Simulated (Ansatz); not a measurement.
**AlGa3N4: work and stress of cleavage**

Computed with DFT PBEsol, scalar-relativistic, plane waves, PAW (Ansatz 0.2.0). Settings: plane waves to 420 eV, k-mesh 8×5×3 (Γ-centred), Gaussian smearing 0.05 eV. No spin polarisation. Energies are free energies at this smearing, counted from the undisturbed cell; pressure is positive in compression.

Reference structure (relaxed at this level; it needn't be the usual structure):

```
CELL_PARAMETERS angstrom
0.00000 -3.16498 0.00000
0.00359 0.00000 -5.47849
10.28470 0.00000 0.00024
ATOMIC_POSITIONS crystal
Al 0.50000 0.33264 0.84565
Al 0.50000 0.33264 0.34565
Ga 0.50000 0.66508 0.09491
Ga 0.50000 0.66508 0.59491
Ga 0.00000 0.16844 0.09486
Ga 0.00000 0.16844 0.59486
Ga 0.00000 0.83382 0.34528
Ga 0.00000 0.83382 0.84528
N 0.50000 0.65990 0.90518
N 0.50000 0.65990 0.40518
N 0.00000 0.17362 0.90417
N 0.00000 0.17362 0.40417
N 0.00000 0.83378 0.15557
N 0.00000 0.83378 0.65557
N 0.50000 0.33270 0.16097
N 0.50000 0.33270 0.66097
```

The cut lies on the cell's a–b face, a (1 0 0) plane (indices in the standard cell, whose axes needn't be the Cartesian ones shown) of area 17.34 Å², between layers 1.95 Å apart. Vector c is lengthened by d along the normal with the atoms' Cartesian places fixed: one unrelaxed cut a cell. The traction is positive where the two halves pull on each other.

```
d (Å) energy (J/m²) traction (GPa)
-0.30           1.83          -155.3
-0.15           0.35           -52.6
 0.00           0.00             0.0
 0.25           0.53            35.0
 0.50           1.53            42.5
 0.75           2.58            40.4
 1.00           3.52            35.0
 1.50           4.97            22.5
 2.00           5.83            12.7
 3.00           6.48             2.4
 4.50           6.63             0.4
 6.00           6.67             0.2
```

Question: What are the work of separation and the cleavage stress, and do they fit the universal binding curve?

Answer: The energy levels off near W ≈ 6.67 J/m² (the traction is down to 0.2 GPa), the energy of the two unrelaxed faces, 3.34 J/m² each on average. The largest sampled traction is 42.5 GPa at d = 0.50 Å, and a parabola through it and its two neighbours peaks at σ_max ≈ 42.9 GPa, d ≈ 0.57 Å. The curve E = W[1 − (1 + d/ℓ)exp(−d/ℓ)] peaks in traction at d = ℓ with σ_max = W/(eℓ); with 1 J/m² per Å = 10 GPa this W and σ_max give ℓ = 0.57 Å. A parabola through that curve at the same three d peaks at 0.59 Å, against 0.57 Å here, a fair fit. The cut parts unlike faces (N and Ga); in an ionic crystal that makes them polar, and the energy then depends on the thickness of the slab. The opened faces are metallic here, and spin polarisation, left out, could lower W. Real crystals break at far lower stress, because cracks concentrate it, and on the plane of lowest W, which needn't be this one.

The cut is rigid; relaxing the faces lowers these energies and usually the stresses.

The gap closes along the scan, which can put kinks into the curve.

Cost: 12 runs of about 18 core-minutes in all, on Arm Neoverse V2 (shared hosts).